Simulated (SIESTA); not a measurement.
Set up this calculation in SIESTA 5.4.2, as the native input.

| Quantity | Value |
| --- | --- |
| Task | band structure |
| Functional | PBE |
| Potentials or basis | PseudoDojo 0.4 standard (PBE files, fully relativistic) |
| Basis | DZP (energy shift 0.002 Ry) |
| Grid cutoff | 800 Ry |
| Energy shift | 0.002 Ry |
| k mesh | 5 × 5 × 3 |
| Occupations | fermi-dirac, width 0.05 eV |
| Spin | non-collinear spin, zero start, spin-orbit coupling |
| Starting moments | [[0.0, 0.0, 0.0], [0.0, 0.0, 0.0], [0.0, 0.0, 0.0], [0.0, 0.0, 0.0]] μB |

Crystal: CdSe (Cadmoselite).

```
Cd Se
1.0
     4.30000    0.00000    0.00000
    -2.15000    3.72391    0.00000
     0.00000    0.00000    7.02000
Cd Se
2 2
Direct
  0.66667 0.33333 0.50000
  0.33333 0.66667 0.00000
  0.66667 0.33333 0.88500
  0.33333 0.66667 0.38500
```

These files were run (other wordings do the same):

CdSe.fdf

```
SystemName                      Cadmoselite
SystemLabel                     CdSe
NumberOfSpecies                 2
NumberOfAtoms                   4
%block ChemicalSpeciesLabel
  1  48 Cd
  2  34 Se
%endblock ChemicalSpeciesLabel

LatticeConstant                 1.0 Ang
%block LatticeVectors
     4.3000000000     0.0000000000     0.0000000000
    -2.1500000000     3.7239092363     0.0000000000
     0.0000000000     0.0000000000     7.0200000000
%endblock LatticeVectors
AtomicCoordinatesFormat         Fractional
%block AtomicCoordinatesAndAtomicSpecies
     0.6666666667     0.3333333333     0.5000000000  1  Cd
     0.3333333333     0.6666666667     0.0000000000  1  Cd
     0.6666666667     0.3333333333     0.8850000000  2  Se
     0.3333333333     0.6666666667     0.3850000000  2  Se
%endblock AtomicCoordinatesAndAtomicSpecies

%block kgrid.MonkhorstPack
    5   0   0  0.0
    0   5   0  0.0
    0   0   3  0.0
%endblock kgrid.MonkhorstPack
XC.Functional                   GGA
XC.Authors                      PBE
PAO.BasisSize                   DZP
PAO.EnergyShift                 0.002 Ry
Mesh.Cutoff                     800 Ry
Spin                            spin-orbit
%block DM.InitSpin
    1   0.000     0.00     0.00
    2   0.000     0.00     0.00
    3   0.000     0.00     0.00
    4   0.000     0.00     0.00
%endblock DM.InitSpin
WriteOrbMom                     true
OccupationFunction              FD
ElectronicTemperature           0.05 eV
MaxSCFIterations                120
SCF.MustConverge                false
SCF.Mixer.Method                Pulay
SCF.Mixer.Weight                0.25
SCF.Mixer.History               8
SCF.DM.Tolerance                5.0e-05
SCF.H.Tolerance                 1.0e-03 eV
WriteForces                     true
Charge.Mulliken                 end
BandLinesScale                  ReciprocalLatticeVectors
%block BandLines
    1    0.000000   0.000000   0.000000  \Gamma
   11    0.500000   0.000000   0.000000  M
    7    0.333333   0.333333   0.000000  K
   13    0.000000   0.000000   0.000000  \Gamma
    6    0.000000   0.000000   0.500000  A
   11    0.500000   0.000000   0.500000  L
    7    0.333333   0.333333   0.500000  H
   13    0.000000   0.000000   0.500000  A
    1    0.500000   0.000000   0.500000  L
    6    0.500000   0.000000   0.000000  M
    1    0.333333   0.333333   0.000000  K
    6    0.333333   0.333333   0.500000  H
%endblock BandLines
```

Potentials or basis: PseudoDojo 0.4 standard (PBE files, fully relativistic), DZP (energy shift 0.002 Ry).

Run with:

```bash
$ siesta < CdSe.fdf > CdSe.out 2>&1
```

It gave:

```yaml
Pressure: 3.6 GPa
Largest_force: 0.331 eV/Å
Band_gap_on_the_k_mesh: 0.84 eV, direct
Band_gap_along_the_path: 0.84 eV, direct
Net_moment: 0.00 μB per cell
```

Caveat: semicore shells carry a single zeta, which can move pressures by several GPa and volumes by a few percent; the basis of atomic orbitals isn't converged, which shifts pressures, moduli and gaps.

Run time: 97 s on 1 thread of Arm Neoverse V1 (shared host), peak memory 0.45 GiB.
